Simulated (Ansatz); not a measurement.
Zr:

```
Zr
1.0
     3.23200    0.00000    0.00000
    -1.61600    2.79899    0.00000
     0.00000    0.00000    5.14700
Zr
2
Cartesian
  -0.0078 1.8869 1.3068
  1.6238 0.9121 3.8402
```

The cell isn't the ideal one: atom 2 moved 0.06 Å.

Base run:

```yaml
Program: Ansatz 0.2.0
Functional: PBEsol
Potentials_or_basis: Ansatz PAW
Cutoff: "420 eV (not typed: the program's choice for these potentials)"
k_mesh: 9 × 9 × 5
Occupations: fermi-dirac, width 0.05 eV
Spin: no spin polarisation
```

Its results: band gap on the k mesh none (metal or under the smearing width); pressure -3.2 GPa; largest force 0.151 eV/Å.

**Question.** After a change of settings the same cell gave: band gap on the k mesh none (metal or under the smearing width); pressure 2.1 GPa; largest force 0.171 eV/Å. Which change was it?
A. functional from PBEsol to r2SCAN; cutoff from 420 eV (not typed: the program's choice for these potentials) to 500 eV (not typed: the program's choice for these potentials); k mesh from 9 × 9 × 5 to 7 × 7 × 4
B. functional from PBEsol to revPBE
C. functional from PBEsol to LDA
D. functional from PBEsol to BLYP

**Answer.** B.

revPBE binds less tightly than PBEsol, so the same cell stands under more pressure.

Caveats: the PAW data sets come from PBE, with cores solved anew for the run's functional, which leaves a small shift of forces and pressure.

Runs at the PBE level aren't shown here.
